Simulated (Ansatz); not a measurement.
LiH: energy along a strain

LiH, Fm-3m, a = 4.065 Å (as given, not relaxed at this level: -3.9 GPa). Ansatz: LDA, PAW, 420 eV, Γ-centred 10×10×10 mesh on 2 atoms, Gaussian smearing 0.05 eV; no spin polarisation. Cell vectors (Å): 0.000 2.033 2.033; 2.033 0.000 2.033; 2.033 2.033 0.000. The cell is strained by x per cent times the pattern (0 1 0 0 0 0) in the order xx yy zz yz xz xy (engineering shears), with fractional coordinates held. y is the free energy over the start, V0 = 8.396 Å³/atom.

```tsv
x (%)	y (meV/atom)
-4.00	?
-3.00	-4.42
-2.00	-3.36
-1.00	-1.88
0.00	0.00
1.00	2.22
2.00	4.75
3.00	7.59
3.50	9.10
4.00	10.67
```

Q: Fit y = c1 x + c2 x² + c3 x³ to the other rows, get the stiffness along the pattern, and predict the missing energy.

A: Least squares on the rows shown. y = 2.050 x + 0.1758 x² − 0.005380 x³. The clamped-ion stiffness p·C·p = 2 × 1.758 eV × 160.2 / 8.396 Å³ = 67 GPa, which is C22 in these axes (C11 of the cubic crystal) (second derivative at the start, which stands under stress). At x = -4.00 the fit asked for gives -5.04 meV/atom. The run gave -5.01 meV/atom, so the fit is 0.03 meV/atom too low, a small miss on the scale of the series.